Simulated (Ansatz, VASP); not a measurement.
# ZnCu: VASP beside Ansatz

Contents of INCAR:

```
SYSTEM = ZnCu
PREC     = Accurate       ! precision mode
ENCUT    = 520            ! plane-wave cutoff, eV
EDIFF    = 1E-6           ! SCF threshold, eV
ISMEAR   = 0              ! smearing method
SIGMA    = 0.1            ! smearing width, eV
LREAL    = .False.        ! projectors in reciprocal space
LASPH    = .True.         ! aspherical terms in the spheres
NELM     = 60             ! most SCF steps
ALGO     = Fast           ! electronic algorithm
ISIF     = 2              ! what is computed and relaxed
LWAVE    = .False.        ! write WAVECAR
LCHARG   = .False.        ! write CHGCAR
GGA      = PE             ! functional
IVDW     = 12             ! dispersion correction
NBANDS   = 18             ! bands
```

Contents of KPOINTS:

```
regular mesh
0
Gamma
  6 6 6
  0 0 0
```

POSCAR

```
ZnCu
1.0
    2.9205539200      0.0000000000      0.0000000000
    0.0000000000      2.9205539200      0.0000000000
    0.0000000000      0.0000000000      2.9205539200
Zn Cu
1 1
Direct
    0.5000000000      0.5000000000      0.5000000000
    0.0000000000      0.0000000000      0.0000000000
```

Input for Ansatz:

```yaml
crystal:
  lattice:
    - [2.92055392, 0.0, 0.0]
    - [0.0, 2.92055392, 0.0]
    - [0.0, 0.0, 2.92055392]
  atoms:
    - { symbol: Zn, position: [0.5, 0.5, 0.5] }
    - { symbol: Cu, position: [0.0, 0.0, 0.0] }
basis:
  ecutwfc: 420
kpoints:
  mp_grid: { grid: [6, 6, 6] }
  band_path: { path: [[0, 0, 0], [0.5, 0, 0], [0.5, 0.5, 0.5]], npoints: 4 }
hamiltonian:
  xc: pbe
  dispersion: d3bj
scf:
  occupations: { method: gaussian, width: 0.1 }
output:
  forces: true
  stress: true
  eigenvalues: true
```

Alike in both runs: task single point; functional PBE; dispersion D3(BJ); k mesh 6 × 6 × 6; occupations gaussian, width 0.1 eV; no spin polarisation.

|  | VASP | Ansatz |
| --- | --- | --- |
| version | VASP 6.6.1 | Ansatz 0.2.0 |
| potentials or method | VASP PAW PBE potentials, release 64 (Zn, Cu) | scalar-relativistic, plane waves, PAW |
| plane-wave cutoff (eV) | 520 | 420 |
| valence electrons in the cell | 23 | 31 |

```tsv
	VASP	Ansatz	Ansatz less VASP
gap on the k mesh at the Fermi level (eV)	none	none	-
pressure (GPa)	0.0	-0.8	-0.86
```

A gap of «none» marks a metal or a gap that the smearing closes. The two sets of potentials don't hold the same shells in valence.

Caveats: pairwise dispersion overbinds metals, which lowers pressure and volume.
